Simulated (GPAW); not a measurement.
# CdSe (Cadmoselite) (P6_3mc) in GPAW: notebook

One crystal, CdSe (Cadmoselite), is run at these levels: LDA, PBE; tasks: single point.

Program: GPAW 26.7.0. These are calculated values, not measurements. Logs are shortened: lines on timing, memory, paths and dates and some standing lists are left out, and cuts for length are marked. The log counts tension as positive stress, the text compression.

**The experiment to reproduce.**

A printed reference work, data compilation reports, for a bulk crystal of CdSe at 2 K: band gap 1.841 eV.

How close the calculation comes is told below.

### 1 Starting point

Symmetry: P6_3mc, No. 186, hexagonal system. Conventional cell: a = 4.300 Å, b = 4.300 Å, c = 7.020 Å, α = 90.00°, β = 90.00°, γ = 120.00°. Around Cd (site symmetry 3m) lie 4 Se at 2.61 to 2.70 Å. Se (site symmetry 3m) has 4 Cd at 2.61 to 2.70 Å as nearest neighbours.

### 2 Single point, LDA

run.py reads:

```python
from ase import Atoms
from ase.dft.bandgap import bandgap
from ase.io import write
from ase.units import GPa
from gpaw import GPAW, PW

atoms = Atoms(['Cd', 'Cd', 'Se', 'Se'],
              cell=[[4.3, 0.0, 0.0],
                    [-2.15, 3.7239092363, 0.0],
                    [0.0, 0.0, 7.02]],
              scaled_positions=[[0.6666666667, 0.3333333333, 0.5],
                                [0.3333333333, 0.6666666667, 0.0],
                                [0.6666666667, 0.3333333333, 0.885],
                                [0.3333333333, 0.6666666667, 0.385]],
              pbc=True)

calc = GPAW(mode=PW(500),
            xc='LDA',
            kpts={'size': (6, 6, 3), 'gamma': True},
            occupations={'name': 'fermi-dirac', 'width': 0.05},
            nbands=31,
            maxiter=120,
            txt='gpaw.txt')
atoms.calc = calc
energy = atoms.get_potential_energy()
forces = atoms.get_forces()
stress = atoms.get_stress()
calc.write('gs.gpw')
write('result.traj', atoms)
print(f'Energy: {energy:.6f} eV')
print('Forces (eV/A):')
print(forces.round(4))
print('Stress (GPa):', (stress / GPa).round(3))
print('Fermi level:', round(calc.get_fermi_level(), 4), 'eV')
print(f'Gap: {bandgap(calc)[0]:.4f} eV, direct: {bandgap(calc, direct=True)[0]:.4f} eV')
```

Potentials or basis: the program's PAW data sets (release 1.2.1) made for this functional, pw.

Command:

```
OMP_NUM_THREADS=1 python run.py
```

gpaw.txt:

```text
__  _  _
 | _ |_)|_||  |
 |__||  | ||/\| - 26.7.0

Input parameters:
  mode=PW(ecut=500.0),
  kpts=MonkhorstPack(size=(6, 6, 3), gamma=True),
  maxiter=120,
  nbands=31,
  occupations=Occupations(name='fermi-dirac', width=0.05),
  xc=XC(name='LDA')

Diagonalizing LCAO Hamiltonian
Converting LCAO to pw mode

            Se

        Se  Cd

        Cd

Atoms  # Å, Bohr magnetons
|   | symbol |         x |        y |        z |    initial magnetic moments |
|---|--------|-----------|----------|----------|-----------------------------|
| 0 |     Cd |  2.150000 | 1.241303 | 3.510000 | ( 0.0000,  0.0000,  0.0000) |
| 1 |     Cd | -0.000000 | 2.482606 | 0.000000 | ( 0.0000,  0.0000,  0.0000) |
| 2 |     Se |  2.150000 | 1.241303 | 6.212700 | ( 0.0000,  0.0000,  0.0000) |
| 3 |     Se | -0.000000 | 2.482606 | 2.702700 | ( 0.0000,  0.0000,  0.0000) |

Unit cell  # Å
| periodic |         x |        y |        z |  lengths |     angles |
|----------|-----------|----------|----------|----------|------------|
|      yes |  4.300000 | 0.000000 | 0.000000 | 4.300000 |  90.000000 |
|      yes | -2.150000 | 3.723909 | 0.000000 | 4.300000 |  90.000000 |
|      yes |  0.000000 | 0.000000 | 7.020000 | 7.020000 | 120.000000 |

Number of symmetries: 6
Symmetry operations  # r_c * U_cc + t_c -> r_c
|   | kind |            matrix            |
|---|------|------------------------------|
| 0 |  σ   |  1, 1, 0,  0,-1, 0,  0, 0, 1 |
| 1 |  E   |  1, 0, 0,  0, 1, 0,  0, 0, 1 |
| 2 |  C3  |  0, 1, 0, -1,-1, 0,  0, 0, 1 |
| 3 |  σ   |  0,-1, 0, -1, 0, 0,  0, 0, 1 |
| 4 |  σ   | -1, 0, 0,  1, 1, 0,  0, 0, 1 |
| 5 |  C3  | -1,-1, 0,  1, 0, 0,  0, 0, 1 |

BZ-sampling:
  Number of BZ points: 108
  Number of IBZ points: 17

  Monkhorst-Pack size: [6, 6, 3]
  Monkhorst-Pack shift: [0.08333333333333333, 0.08333333333333333, 0.0]

K-points  # in reciprocal-cell coordinates
|     |                                coordinates |     weight |
|-----|--------------------------------------------|------------|
|   0 | (  0.00000000,   0.00000000,   0.00000000) | 0.00925926 |
|   1 | (  0.00000000,   0.00000000,   0.33333333) | 0.01851852 |
|   2 | (  0.16666667,   0.00000000,  -0.33333333) | 0.05555556 |
|   3 | (  0.16666667,   0.00000000,   0.00000000) | 0.05555556 |
|   4 | (  0.16666667,   0.00000000,   0.33333333) | 0.05555556 |
|   5 | (  0.33333333,  -0.16666667,   0.00000000) | 0.05555556 |
|   6 | (  0.33333333,  -0.16666667,   0.33333333) | 0.11111111 |
|   7 | (  0.33333333,   0.00000000,  -0.33333333) | 0.05555556 |
|   8 | (  0.33333333,   0.00000000,   0.00000000) | 0.05555556 |
|   9 | (  0.33333333,   0.00000000,   0.33333333) | 0.05555556 |
| ... |                                            |            |
|  16 | (  0.50000000,   0.50000000,   0.33333333) | 0.05555556 |

Plane wave coefficients: 2882
Cutoff: 500.0 eV

Spin-components: 1 (collinear spins)
Bands:           31
Projectors:      22
Spin-degeneracy: 2
Datatype:        complex128

Parallelization:
  kpt:    1
  domain: 1
  band:   1

Density:
  Valence electrons: 36.0
  Components: 1
  Grid points: [24 24 40]
  Charge: 0.0  # |e|

Potential:
  Grid points: [24 24 40]

species:
  Cd:
    name:    Cadmium
    Z:       48.0
    valence: 12
    core:    36
    charge:  0.0  # [|e|]
    compensation charges:
      type: gauss
      rc: 0.38  # [Å]
      lmax: 2
    cutoffs:
      filter: 2.12  # [Å]
      core: 2.62  # [Å]
    projectors
    | kind |    occ | energy [eV] | rcut [Å] |
    |------|--------|-------------|----------|
    |   5s |  2.000 |      -5.950 |    1.191 |
    |   5p |  0.000 |      -1.328 |    1.228 |
    |   4d | 10.000 |     -11.904 |    1.164 |
    |    s |        |      21.261 |    1.191 |
    |    p |        |      25.883 |    1.228 |
    |    d |        |      15.307 |    1.164 |

    Using partial waves for Cd as LCAO basis

  Se:
    name:    Selenium
    Z:       34.0
    valence: 6
    core:    28
    charge:  0.0  # [|e|]
    compensation charges:
      type: gauss
      rc: 0.27  # [Å]
      lmax: 2
    cutoffs:
      filter: 1.77  # [Å]
      core: 2.67  # [Å]
    projectors
    | kind |    occ | energy [eV] | rcut [Å] |
    |------|--------|-------------|----------|
    |   4s |  2.000 |     -17.472 |    0.847 |
    |   4p |  4.000 |      -6.656 |    1.005 |
    |    s |        |       9.739 |    0.847 |
    |    p |        |      20.555 |    1.005 |
    |    d |        |       0.000 |    0.847 |

    Using partial waves for Se as LCAO basis

Reference energy: -436106.280585  # eV

eigensolver:
  PPCG
  Converge bands: occupied
  niter=2

density mixing:
  MSR1-Mixer
  Pratt-step length: 0.05
  Maximum mixing coefficient: 0.75
  Old densities: 10
  SVD Regularization: 0.005
  Good broyden scale: 1.0
  Trust region scale: 1.0
  Backstep threshold: 4.0
  History deletion threshold: 6.0
  Fourier metric: weight=20.0, sigma=0.015

occupation numbers:
  Fermi-Dirac:
    width: 0.0500  # eV

poisson solver:
  ecut: 4000.0  # eV

xc functional:
  name: None

convergence criteria:
- Maximum [total energy] change in last 3 cyles: 0.0005 eV / valence electron
- Maximum integral of absolute [dens]ity change: 0.0001 electrons / valence electron
- Maximum integral of absolute [eigenst]ate change: 4e-08 eV^2 / valence electron
maximum number of iterations: 120

SCF iterations
|iter     | |      energy | eigst |  dens |
|---------|-|-------------|-------|-------|
|iter:   1| |  -14.571208 | -0.56 |       |
|iter:   2| |  -14.424641 | -2.53 | -1.20 |
|iter:   3| |  -13.886232 | -1.55 | -1.25 |
|iter:   4| |  -13.875542 | -3.46 | -1.80 |
|iter:   5| |  -13.873271c| -3.79 | -2.28 |
|iter:   6| |  -13.873255c| -5.32 | -3.01 |
|iter:   7| |  -13.873256c| -6.57 | -3.61 |
|iter:   8| |  -13.873256c| -7.23 | -4.31c|
|iter:   9| |  -13.873256c| -7.86c| -4.96c|

Converged in 9 steps
Energy contributions relative to reference atoms: (reference = -436106.280585)

Energy contributions:
  Kinetic:          31.585763
  Coulomb:         -28.681950
  Zero:              0.086864
  External:          0.000000
  Xc:              -16.863807
  Entropy:          -0.000250
  Spinorbit:         0.000000
  ----------------------------
  Free energy:     -13.873380
  Extrapolated:    -13.873256

dipole moment: (0.000002, 0.000012, -18.484898)  # |e|*Ang

Fermi level: 3.557
Eigenvalues  # (at kpt = [0.000, 0.000, 0.000])
| band index |      eig [eV] | occ [0-2] |
|------------|---------------|-----------|
|          0 |        -9.361 |     2.000 |
|        ... |               |           |
|         10 |        -4.145 |     2.000 |
|         11 |        -3.870 |     2.000 |
|         12 |        -1.019 |     2.000 |
|         13 |         2.581 |     2.000 |
|         14 |         2.581 |     2.000 |
|         15 |         3.301 |     1.988 |
[... 8 lines left out ...]
|         24 |        10.177 |     0.000 |
|         25 |        10.779 |     0.000 |
|        ... |               |           |
|         30 |        14.135 |     0.000 |

Gap: 0.423 eV
Transition (v -> c):
  (s=0, k=0, n=17, [0.00, 0.00, 0.00]) -> (s=0, k=0, n=18, [0.00, 0.00, 0.00])
No difference between direct/indirect transitions

Forces  # eV/Ang
|        x |       y |        z |
|----------|---------|----------|
| -0.00000 | 0.00000 |  0.25253 |  # Cd   0
| -0.00000 | 0.00000 |  0.25303 |  # Cd   1
| -0.00000 | 0.00000 | -0.25270 |  # Se   2
|  0.00000 | 0.00000 | -0.25292 |  # Se   3

Stress tensor  # eV/Ang^3
|        x |         y |         z |
|----------|-----------|-----------|
| 0.010935 |  0.000000 |  0.000000 |
| 0.000000 |  0.010935 | -0.000000 |
| 0.000000 | -0.000000 |  0.020634 |

# Writing to gs.gpw (mode='')
```

Run time: 22 s. Hardware: 1 thread of Intel Xeon at 2.60GHz (Ice Lake), shared host; peak memory 0.19 GiB.

Results:

```
Free energy            : -13.8734 eV
Pressure               : -2.3 GPa
Largest force          : 0.253 eV/Å
Band gap on the k mesh : 0.42 eV, direct
```

Forces in eV/Å, atoms in the order of the input:
```
Cd   0.000  0.000  0.253
Cd   0.000  0.000  0.253
Se   0.000  0.000 -0.253
Se   0.000  0.000 -0.253
```

Levels at points of the mesh, in eV from the valence-band top:
```
           k point  band 14  band 15  band 16  band 17  band 18  band 19  band 20  band 21  band 22  band 23
(0.00, 0.00, 0.00)    -0.74    -0.74    -0.02     0.00     0.00     0.42     1.89     5.72     5.72     5.97
(0.50, 0.50, 0.00)    -3.81    -2.63    -1.90    -1.28    -0.86     3.03     3.12     4.64     5.96     6.53
```

Caveat: the cutoff is short for stress and forces, so pressures can be off by a GPa or more.

(Part 1 of 2 ends here.)
